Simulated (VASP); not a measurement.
**VASP inputs for BN (strained zincblende)**

INCAR

```
NBANDS = 11
ISIF = 2
NSW = 0
ENCUT = 520
METAGGA = R2SCAN
PREC = Accurate
ALGO = Normal
LCHARG = .FALSE.
LWAVE = .FALSE.
LASPH = .TRUE.
NELM = 120
IBRION = -1
SIGMA = 0.01
ISMEAR = 0
LREAL = .FALSE.
EDIFF = 1E-7
```

KPOINTS

```
KPOINTS created by Atomic Simulation Environment
0
Gamma
12 12 12
0 0 0
```

KPOINTS_OPT

```
special points
8
Reciprocal
0.0000000000 0.0000000000 0.0000000000 1
-0.5000000000 -0.5000000000 0.0000000000 1
-0.3750000000 -0.3750000000 0.2500000000 1
-0.3750000000 0.0000000000 0.3750000000 1
0.0000000000 0.0000000000 0.5000000000 1
-0.5000000000 -0.2500000000 0.2500000000 1
-0.0026040000 -0.0026040000 -0.0026040000 1
0.0000000000 0.5000000000 0.5000000000 1
```

POSCAR

```
B  N
 1.0000000000000000
     0.0558742404000000    1.7885066867999999    1.7885066867999999
     1.7885066867999999    0.0558742404000000    1.7885066867999999
     1.7885066867999999    1.7885066867999999    0.0558742404000000
 B   N
   1   1
Cartesian
  0.0016139944794109  0.0016139944794109  0.0016139944794109
  0.9066079090205892  0.9066079090205892  0.9066079090205891
```

VASP ran with the recommended PBE PAW datasets (8 valence electrons in the cell).

**Question.** Estimate the main results of this run.

**Answer.** gap between bands v and c 4.88 eV; least direct gap 8.56 eV; pressure 36.3 GPa.

Band v is the last that the valence electrons fill when counted band by band, and c is the next. Levels in eV from the top of v:

| point | v−1 | v | c | c+1 |
| --- | --- | --- | --- | --- |
| Γ | 0.00 | 0.00 | 8.56 | 10.24 |
| X | -5.95 | -5.30 | 4.88 | 10.26 |
| K | -8.62 | -4.97 | 7.23 | 14.90 |
| L | -2.45 | -2.41 | 10.76 | 11.92 |
| W | -7.92 | -7.39 | 10.49 | 14.69 |
